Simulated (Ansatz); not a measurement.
# What strain does to ZnS (R3m)

A 6-atom cell of ZnS (R3m) from a materials database, relaxed with r2SCAN in the plane-wave code Ansatz. The symmetry is R3m (No. 160, trigonal); a = 3.807 Å, c = 28.065 Å in the conventional setting, 19.57 Å³ an atom. Around Zn lie 4 S at 2.33–2.34 Å; around Zn lie 4 S at 2.33 Å; around S lie 4 Zn at 2.33–2.34 Å; around S lie 4 Zn at 2.33 Å.

The axes x, y and z are those of this cell:
```xyz
6
Lattice="1.9035 1.0990 9.3549 -1.9035 1.0990 9.3549 0.0000 -2.1979 9.3549" Properties=species:S:1:pos:R:3 pbc="T T T"
Zn    0.0000    0.0000   28.0639
Zn    0.0000    0.0000    6.2381
Zn    0.0000    0.0000   12.4763
S     0.0000    0.0000    2.3369
S     0.0000    0.0000   14.8136
S     0.0000    0.0000    8.5711
```

Unstrained: PBE gives a direct gap of 2.191 eV at Γ. With r2SCAN the gap is 2.755 eV and direct, at Γ. HSE06 gives a direct gap of 3.432 eV at Γ. Meshes: PBE 8×8×8, r2SCAN 8×8×8, HSE06 4×4×4. Strains are changes of length per length, and xy shears are angles. After each strain the atoms were relaxed again with r2SCAN within the symmetry that the strain leaves, so tilts or polar shifts that break it weren't tested; points keep the names that they have in the unstrained zone. The values are computed, spin-unpolarised, and not measurements.

Changes of the least gap in eV (an overlap counts as a negative gap):
```
                                      strain  volume change (%)  space group     PBE  r2SCAN   HSE06  energy rise, r2SCAN (meV/atom)
                    uniaxial +4.47 % along x               +4.5           Cm  -0.244  -0.257  -0.267                            14.6
xy shear, engineering strain (angle) +0.45 %                0.0           P1  -0.010  -0.010  -0.011                             0.0
           isotropic -0.85 % on every length               -2.5          R3m  +0.114  +0.121  +0.124                             3.3
```

Uniaxial +4.47 % along x, other directions held. HSE06: the gap goes from 3.432 to 3.165 eV (-0.267 eV). Stress change with r2SCAN, compression positive: xx -5.24, yy -2.34, zz -1.78, yz -0.18 GPa.

Xy shear, engineering strain (angle) +0.45 %. HSE06: the gap goes from 3.432 to 3.421 eV (-0.011 eV); with r2SCAN the top three valence levels at Γ, grouped 2+1 from the top over 57 meV, become 1+1+1 over 67 meV. Stress change with r2SCAN, compression positive: xx -0.01, yy -0.01, zz +0.01, xy -0.16 GPa.

Isotropic -0.85 % on every length. HSE06: the gap goes from 3.432 to 3.556 eV (+0.124 eV). Stress change with r2SCAN, compression positive: xx +2.10, yy +2.10, zz +2.18 GPa. For HSE06, dE_g/d ln V = -4.8 eV over this step.

The splittings at Γ are without spin-orbit coupling, which regroups them where it is of like size or larger.
